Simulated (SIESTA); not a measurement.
Input of a SIESTA 5.4.2 run:

The input MgS.fdf:

```
SystemName                      Niningerite
SystemLabel                     MgS
NumberOfSpecies                 2
NumberOfAtoms                   2
%block ChemicalSpeciesLabel
  1  16 S
  2  12 Mg
%endblock ChemicalSpeciesLabel

LatticeConstant                 1.0 Ang
%block LatticeVectors
     0.0000000000     2.6016500000     2.6016500000
     2.6016500000     0.0000000000     2.6016500000
     2.6016500000     2.6016500000     0.0000000000
%endblock LatticeVectors
AtomicCoordinatesFormat         Fractional
%block AtomicCoordinatesAndAtomicSpecies
     0.5000000000     0.5000000000     0.5000000000  1  S
     0.0000000000     0.0000000000     0.0000000000  2  Mg
%endblock AtomicCoordinatesAndAtomicSpecies

%block kgrid.MonkhorstPack
    9   0   0  0.0
    0   9   0  0.0
    0   0   9  0.0
%endblock kgrid.MonkhorstPack
XC.Functional                   GGA
XC.Authors                      PBE
PAO.BasisSize                   DZP
PAO.EnergyShift                 0.003 Ry
Mesh.Cutoff                     800 Ry
OccupationFunction              FD
ElectronicTemperature           0.05 eV
MaxSCFIterations                120
SCF.MustConverge                false
SCF.Mixer.Method                Pulay
SCF.Mixer.Weight                0.25
SCF.Mixer.History               8
SCF.DM.Tolerance                5.0e-05
SCF.H.Tolerance                 1.0e-03 eV
WriteForces                     true
Charge.Mulliken                 end
BandLinesScale                  ReciprocalLatticeVectors
%block BandLines
    1    0.000000   0.000000   0.000000  \Gamma
   12    0.500000   0.000000   0.500000  X
    6    0.500000   0.250000   0.750000  W
    4    0.375000   0.375000   0.750000  K
   13    0.000000   0.000000   0.000000  \Gamma
   11    0.500000   0.500000   0.500000  L
    8    0.625000   0.250000   0.625000  U
    4    0.500000   0.250000   0.750000  W
    9    0.500000   0.500000   0.500000  L
    8    0.375000   0.375000   0.750000  K
    1    0.625000   0.250000   0.625000  U
    4    0.500000   0.000000   0.500000  X
%endblock BandLines
%block PAO.Basis
  Mg 4
  n=2 0 2
    2.604 0.000
  n=3 0 2
    8.245 0.000
  n=2 1 2
    2.943 0.000
  n=3 1 1
    8.245
%endblock PAO.Basis
```

Potentials or basis: PseudoDojo 0.4 standard (PBE files), DZP (energy shift 0.003 Ry; two zetas on semicore shells).

Command:

```sh
$ siesta < MgS.fdf > MgS.out 2>&1
```

Problem. Estimate the band gap on the k mesh.

Solution. 2.85 eV, indirect (least direct gap 3.77 eV).

Problem. What does it give for the band gap along the path?

Solution. 2.72 eV, indirect (least direct gap 3.77 eV).

Levels at the corners of the path, in eV from the valence-band top:
```tsv
point	band 5	band 6	band 7	band 8	band 9	band 10	band 11	band 12
Γ	-12.69	0.00	0.00	0.00	3.77	10.10	10.10	10.10
X	-10.97	-4.25	-1.69	-1.69	2.72	6.59	12.24	14.04
W	-10.92	-3.26	-3.26	-2.39	5.33	8.56	8.86	8.86
K	-10.97	-3.73	-3.22	-1.35	3.94	7.58	10.41	10.54
Γ	-12.69	0.00	0.00	0.00	3.77	10.10	10.10	10.10
L	-11.34	-4.89	-0.53	-0.53	4.61	7.21	7.21	10.22
U	-10.97	-3.73	-3.22	-1.35	3.94	7.58	10.41	10.54
W	-10.92	-3.26	-3.26	-2.39	5.33	8.56	8.86	8.86
L	-11.34	-4.89	-0.53	-0.53	4.61	7.21	7.21	10.22
K	-10.97	-3.73	-3.22	-1.35	3.94	7.58	10.41	10.54
U	-10.97	-3.73	-3.22	-1.35	3.94	7.58	10.41	10.54
X	-10.97	-4.25	-1.69	-1.69	2.72	6.59	12.24	14.04
```

Caveat: the mesh misses the band edges, which the band path finds closer together; the basis of atomic orbitals isn't converged, which shifts pressures, moduli and gaps. Expect the measured gap to be larger: semilocal functionals such as PBE lack the derivative discontinuity.
